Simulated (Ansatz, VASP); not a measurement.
## BAs2 in VASP and in Ansatz

```
B As
1.0
    -3.70380    3.70380    2.11386
     3.70380   -3.70380    2.11386
     3.70380    3.70380   -2.11386
B As
2 4
Direct
  0.69392 0.69392 0.00000
  0.30608 0.30608 0.00000
  0.00000 0.75411 0.75411
  0.00000 0.24589 0.24589
  0.75411 0.00000 0.75411
  0.24589 0.00000 0.24589
```

Alike in both runs: functional PBE; k mesh 6 × 6 × 6; occupations gaussian, width 0.1 eV; no spin polarisation.

Ansatz relaxed the structure, and its values are those at the end. VASP's run is a single point on that final structure, the one shown.

|  | VASP | Ansatz |
| --- | --- | --- |
| version | VASP 6.6.1 | Ansatz 0.2.0 |
| potentials or method | VASP PAW PBE potentials, release 64 (B, As) | scalar-relativistic, plane waves, PAW |
| plane-wave cutoff (eV) | 520 | 420 |
| valence electrons in the cell | 26 | 66 |

```tsv
	VASP	Ansatz	Ansatz less VASP
gap on the k mesh at the Fermi level (eV)	none	none	-
pressure (GPa)	0.3	0.0	-0.29
rms of the force components (eV/Å)	0.039	0.005	-0.0341
```

A gap of «none» marks a metal or a gap that the smearing closes. The two sets of potentials don't hold the same shells in valence.
